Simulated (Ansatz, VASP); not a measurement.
AlN: VASP beside Ansatz

```xyz
4
Lattice="3.1299 0.0000 -0.2347 -1.5649 2.7106 0.1174 -0.3763 0.0000 5.1173" Properties=species:S:1:pos:R:3 pbc="T T T"
Al    0.0238    1.8074    0.0220
Al    1.4006    0.9031    2.4633
N    -0.1686    1.8213    1.9482
N     1.2082    0.8893    4.3894
```

Change from the starting cell: engineering shear strain xz -0.1500, normal strain along z +0.0200.

Alike in both runs: functional PBE; k mesh 9 × 9 × 6; occupations gaussian, width 0.05 eV; no spin polarisation.

Ansatz relaxed the structure, and its values are those at the end. VASP's run is a single point on that final structure, the one shown.

|  | VASP | Ansatz |
| --- | --- | --- |
| version | VASP 6.6.1 | Ansatz 0.2.0 |
| potentials or method | VASP PAW PBE potentials, release 64 (Al, N) | scalar-relativistic, plane waves, PAW |
| plane-wave cutoff (eV) | 520 | 520 |
| valence electrons in the cell | 16 | 16 |

```csv
,VASP,Ansatz,Ansatz less VASP
gap on the k mesh at the Fermi level (eV),3.36,3.36,-0.005
least direct gap on the mesh (eV),3.36,3.36,-0.005
pressure (GPa),-3.4,-3.2,+0.18
rms of the force components (eV/Å),0.004,0.004,0.0000
```

Ansatz warned: «stress_scf_threshold_loose».
